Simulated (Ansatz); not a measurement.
CuO:

```
CELL_PARAMETERS angstrom
3.28802 0.00000 0.00000
-1.64401 2.84751 0.00000
0.00000 0.00000 5.38502
ATOMIC_POSITIONS crystal
Cu 0.66667 0.33333 0.00000
Cu 0.33333 0.66667 0.50000
O 0.66667 0.33333 0.62520
O 0.33333 0.66667 0.12520
```

Measurements of this composition are mostly on another form, of space group No. 15.

* Program: Ansatz 0.2.0
* Task: relaxation of cell and atoms
* Functional: BLYP
* Dispersion: D3(BJ)
* Potentials or basis: Ansatz PAW
* Cutoff: 420 eV (not typed: the program's choice for these potentials)
* k mesh: 9 × 9 × 5
* Occupations: fermi-dirac, width 0.05 eV
* Spin: no spin polarisation

At the start: volume 12.60 Å³/atom.

Problem. Where does the relaxation end?

Solution. It ends after 10 steps and the volume is 11.34 Å³/atom (-10.0 %); space group P6_3mc (No. 186, to 0.05 Å).

Step by step:
```
step  energy change (eV)  largest force (eV/Å)  volume (Å³)
   1              0.0000                0.0821        50.42
   2             -0.1433                0.1086        48.09
   3             -0.2115                0.1664        45.29
   4             -0.2142                0.1342        45.60
   5             -0.2202                0.0512        45.50
   6             -0.2204                0.0099        45.55
   7             -0.2204                0.0001        45.55
   8             -0.2061                0.0002        45.55
   9             -0.2074                0.0003        45.36
  10             -0.2064                0.0000        45.36
```

Final structure:
```yaml
crystal:
  lattice:
    - [3.11828, 0.00000, 0.00000]
    - [-1.55914, 2.70051, 0.00000]
    - [0.00000, 0.00000, 5.38708]
  atoms:
    - { symbol: Cu, position: [0.66667, 0.33333, 0.99027] }
    - { symbol: Cu, position: [0.33333, 0.66667, 0.49027] }
    - { symbol: O, position: [0.66667, 0.33333, 0.63493] }
    - { symbol: O, position: [0.33333, 0.66667, 0.13493] }
```

Caveat: the plane-wave basis is chosen anew once the cell has moved, so the energies of steps on either side of that aren't comparable; the pressure holds a Pulay correction of +0.8 GPa for the finite cutoff; the run has no spin polarisation, though such a crystal can be magnetic; pairwise dispersion overbinds metals, which lowers pressure and volume; the PAW data sets come from PBE, with cores solved anew for the run's functional, which leaves a small shift of forces and pressure.
